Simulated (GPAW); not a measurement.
# Si (Im-3m) in GPAW: single point with PBE

Aim: the single point of Si with PBE.

Program: GPAW 26.7.0. These are calculated values, not measurements. Logs are shortened: lines on timing, memory, paths and dates and some standing lists are left out, and cuts for length are marked. The log counts tension as positive stress, the text compression.

### Step 1. Starting point

The structure is cubic, space group Im-3m (No. 229). Conventional cell: a = 6.672 Å, b = 6.672 Å, c = 6.672 Å, α = 90.00°, β = 90.00°, γ = 90.00°. Si (site symmetry -4m2) is surrounded by 4 Si at 2.36 Å.

This isn't the form of Si at room conditions, which is diamond.

### Step 2. Single point, PBE

Si.cif reads:

```cif
data_Si
_cell_length_a 5.77826558
_cell_length_b 5.77826558
_cell_length_c 5.77826558
_cell_angle_alpha 109.47122063
_cell_angle_beta 109.47122063
_cell_angle_gamma 109.47122063
_space_group_name_H-M_alt 'P1'
_space_group_name_Hall 'P 1'
_space_group_IT_number 1
loop_
_space_group_symop_operation_xyz
'x,y,z'
loop_
_atom_site_label
_atom_site_type_symbol
_atom_site_symmetry_multiplicity
_atom_site_Wyckoff_symbol
_atom_site_fract_x
_atom_site_fract_y
_atom_site_fract_z
_atom_site_occupancy
Si1 Si 1 a 0.5000000000 0.7500000000 0.2500000000 1
Si2 Si 1 a 0.2500000000 0.7500000000 0.5000000000 1
Si3 Si 1 a 0.2500000000 0.5000000000 0.7500000000 1
Si4 Si 1 a 0.5000000000 0.2500000000 0.7500000000 1
Si5 Si 1 a 0.7500000000 0.5000000000 0.2500000000 1
Si6 Si 1 a 0.7500000000 0.2500000000 0.5000000000 1
```

Potentials or basis: GPAW PAW data sets (gpaw-data 1.2.1), pw.

The run is started by

```
$ OMP_NUM_THREADS=1 gpaw run Si.cif -p 'mode=PW(600),xc=PBE,kpts={size:(6,6,6),gamma:True},occupations={name:fermi-dirac,width:0.05},nbands=25,convergence={density:1e-05,energy:1e-05},maxiter=150,txt=gpaw.txt' --properties efs -w gs.gpw
```

Log:

```text
__  _  _
 | _ |_)|_||  |
 |__||  | ||/\| - 26.7.0

Input parameters:
  mode=PW(ecut=600.0),
  convergence={'density': 1e-05, 'energy': 1e-05},
  kpts=MonkhorstPack(size=[6, 6, 6], gamma=True),
  maxiter=150,
  nbands=25,
  occupations=Occupations(name='fermi-dirac', width=0.05),
  xc=XC(name='PBE')

Diagonalizing LCAO Hamiltonian
Converting LCAO to pw mode

        Si
         Si Si
              Si Si
                  Si

Atoms  # Å, Bohr magnetons
|   | symbol |         x |         y |        z |    initial magnetic moments |
|---|--------|-----------|-----------|----------|-----------------------------|
| 0 |     Si |  0.963044 |  3.404876 | 1.179484 | ( 0.0000,  0.0000,  0.0000) |
| 1 |     Si | -0.963044 |  2.723901 | 2.358967 | ( 0.0000,  0.0000,  0.0000) |
| 2 |     Si | -0.963044 |  0.680975 | 3.538451 | ( 0.0000,  0.0000,  0.0000) |
| 3 |     Si |  0.963044 | -0.680975 | 3.538451 | ( 0.0000,  0.0000,  0.0000) |
| 4 |     Si |  2.889133 |  2.042925 | 1.179484 | ( 0.0000,  0.0000,  0.0000) |
| 5 |     Si |  2.889133 |  0.000000 | 2.358967 | ( 0.0000,  0.0000,  0.0000) |

Unit cell  # Å
| periodic |         x |         y |        z |  lengths |     angles |
|----------|-----------|-----------|----------|----------|------------|
|      yes |  5.778266 |  0.000000 | 0.000000 | 5.778266 | 109.471221 |
|      yes | -1.926089 |  5.447801 | 0.000000 | 5.778266 | 109.471221 |
|      yes | -1.926089 | -2.723901 | 4.717934 | 5.778266 | 109.471221 |

Number of symmetries: 12
Symmetry operations  # r_c * U_cc + t_c -> r_c
|    | kind |            matrix            |
|----|------|------------------------------|
|  0 |  E   |  1, 0, 0,  0, 1, 0,  0, 0, 1 |
|  1 |  σ   |  1, 0, 0,  0, 0, 1,  0, 1, 0 |
|  2 |  σ   |  0, 1, 0,  1, 0, 0,  0, 0, 1 |
|  3 |  C3  |  0, 1, 0,  0, 0, 1,  1, 0, 0 |
|  4 |  C3  |  0, 0, 1,  1, 0, 0,  0, 1, 0 |
|  5 |  σ   |  0, 0, 1,  0, 1, 0,  1, 0, 0 |
|  6 |  C2  |  0, 0,-1,  0,-1, 0, -1, 0, 0 |
|  7 |  S6  |  0, 0,-1, -1, 0, 0,  0,-1, 0 |
|  8 |  S6  |  0,-1, 0,  0, 0,-1, -1, 0, 0 |
|  9 |  C2  |  0,-1, 0, -1, 0, 0,  0, 0,-1 |
| 10 |  C2  | -1, 0, 0,  0, 0,-1,  0,-1, 0 |
| 11 |  i   | -1, 0, 0,  0,-1, 0,  0, 0,-1 |

BZ-sampling:
  Number of BZ points: 216
  Number of IBZ points: 32

  Monkhorst-Pack size: [6, 6, 6]
  Monkhorst-Pack shift: [0.08333333333333333, 0.08333333333333333, 0.08333333333333333]

K-points  # in reciprocal-cell coordinates
|     |                                coordinates |     weight |
|-----|--------------------------------------------|------------|
|   0 | (  0.00000000,   0.00000000,   0.00000000) | 0.00462963 |
|   1 | (  0.16666667,   0.00000000,  -0.16666667) | 0.02777778 |
|   2 | (  0.16666667,   0.00000000,   0.00000000) | 0.02777778 |
|   3 | (  0.16666667,   0.16666667,  -0.16666667) | 0.02777778 |
|   4 | (  0.16666667,   0.16666667,   0.00000000) | 0.02777778 |
|   5 | (  0.16666667,   0.16666667,   0.16666667) | 0.00925926 |
|   6 | (  0.33333333,  -0.16666667,  -0.16666667) | 0.02777778 |
|   7 | (  0.33333333,   0.00000000,  -0.33333333) | 0.02777778 |
|   8 | (  0.33333333,   0.00000000,  -0.16666667) | 0.05555556 |
|   9 | (  0.33333333,   0.00000000,   0.00000000) | 0.02777778 |
| ... |                                            |            |
|  31 | (  0.50000000,   0.50000000,   0.50000000) | 0.00462963 |

Plane wave coefficients: 4987
Cutoff: 600.0 eV

Spin-components: 1 (collinear spins)
Bands:           25
Projectors:      30
Spin-degeneracy: 2
Datatype:        complex128

Parallelization:
  kpt:    1
  domain: 1
  band:   1

Density:
  Valence electrons: 24.0
  Components: 1
  Grid points: [35 35 35]
  Charge: 0.0  # |e|

Potential:
  Grid points: [35 35 35]

species:
  Si:
    name:    Silicon
    Z:       14.0
    valence: 4
    core:    10
    charge:  0.0  # [|e|]
    compensation charges:
      type: gauss
      rc: 0.33  # [Å]
      lmax: 2
    cutoffs:
      filter: 1.86  # [Å]
      core: 2.06  # [Å]
    projectors
    | kind |    occ | energy [eV] | rcut [Å] |
    |------|--------|-------------|----------|
    |   3s |  2.000 |     -10.812 |    1.058 |
    |   3p |  2.000 |      -4.081 |    1.058 |
    |    s |        |      16.399 |    1.058 |
    |    p |        |      23.130 |    1.058 |
    |    d |        |       0.000 |    1.058 |

    Using partial waves for Si as LCAO basis

Reference energy: -47318.065501  # eV

eigensolver:
  PPCG
  Converge bands: occupied
  niter=2

density mixing:
  MSR1-Mixer
  Pratt-step length: 0.05
  Maximum mixing coefficient: 0.75
  Old densities: 10
  SVD Regularization: 0.005
  Good broyden scale: 1.0
  Trust region scale: 1.0
  Backstep threshold: 4.0
  History deletion threshold: 6.0
  Fourier metric: weight=20.0, sigma=0.015

occupation numbers:
  Fermi-Dirac:
    width: 0.0500  # eV

poisson solver:
  ecut: 4800.0  # eV

xc functional:
  name: PBE with 2 nearest neighbor stencil

convergence criteria:
- Maximum integral of absolute [dens]ity change: 1e-05 electrons / valence electron
- Maximum [total energy] change in last 3 cyles: 1e-05 eV / valence electron
- Maximum integral of absolute [eigenst]ate change: 4e-08 eV^2 / valence electron
maximum number of iterations: 150

SCF iterations
|iter     | |      energy | eigst |  dens |
|---------|-|-------------|-------|-------|
|iter:   1| |  -31.537324 | +0.07 |       |
|iter:   2| |  -31.510879 | -1.73 | -0.79 |
|iter:   3| |  -31.029770 | -1.93 | -0.82 |
|iter:   4| |  -31.031121 | -2.81 | -1.50 |
|iter:   5| |  -31.034837 | -4.19 | -1.99 |
|iter:   6| |  -31.034809 | -5.64 | -3.17 |
|iter:   7| |  -31.034812c| -6.89 | -3.58 |
|iter:   8| |  -31.034811c| -7.58c| -4.45 |
|iter:   9| |  -31.034811c| -8.15c| -5.15c|

Converged in 9 steps
Energy contributions relative to reference atoms: (reference = -47318.065501)

Energy contributions:
  Kinetic:          46.008289
  Coulomb:         -40.036674
  Zero:             -0.073297
  External:          0.000000
  Xc:              -36.931592
  Entropy:          -0.003075
  Spinorbit:         0.000000
  ----------------------------
  Free energy:     -31.036349
  Extrapolated:    -31.034811

dipole moment: (-0.000008, -0.000011, -0.000019)  # |e|*Ang

Fermi level: 3.643
Eigenvalues  # (at kpt = [0.000, 0.000, 0.000])
| band index |      eig [eV] | occ [0-2] |
|------------|---------------|-----------|
|          0 |        -8.195 |     2.000 |
|        ... |               |           |
|          4 |        -3.521 |     2.000 |
|          5 |        -3.521 |     2.000 |
|          6 |         0.725 |     2.000 |
|          7 |         0.725 |     2.000 |
|          8 |         0.725 |     2.000 |
|          9 |         1.508 |     2.000 |
[... 8 lines left out ...]
|         18 |         9.877 |     0.000 |
|         19 |        10.381 |     0.000 |
|        ... |               |           |
|         24 |        11.736 |     0.000 |

Gap: 0.112 eV
Transition (v -> c):
  (s=0, k=31, n=11, [0.50, 0.50, 0.50]) -> (s=0, k=14, n=12, [0.33, 0.33, -0.33])
Direct/indirect transitions are different
Direct gap: 0.348 eV
Transition at: (s=0, k=31, n=11, [0.50, 0.50, 0.50])

Forces  # eV/Ang
|        x |        y |        z |
|----------|----------|----------|
| -0.00000 |  0.00002 | -0.00001 |  # Si   0
| -0.00002 |  0.00001 |  0.00000 |  # Si   1
| -0.00002 | -0.00001 |  0.00001 |  # Si   2
| -0.00000 | -0.00002 |  0.00001 |  # Si   3
|  0.00002 |  0.00001 | -0.00001 |  # Si   4
|  0.00002 | -0.00001 |  0.00000 |  # Si   5

Stress tensor  # eV/Ang^3
|         x |         y |         z |
|-----------|-----------|-----------|
| -0.013682 |  0.000000 |  0.000000 |
|  0.000000 | -0.013682 |  0.000000 |
|  0.000000 |  0.000000 | -0.013682 |

# Writing to gs.gpw (mode='')
```

Run time: 79 s. Hardware: 1 thread of Intel Xeon Platinum 8488C (Sapphire Rapids), shared host; peak memory 0.29 GiB.

What came out:

```
Free energy            : -31.0363 eV
Pressure               : 2.2 GPa
Band gap on the k mesh : 0.11 eV, indirect (least direct gap 0.35 eV)
```
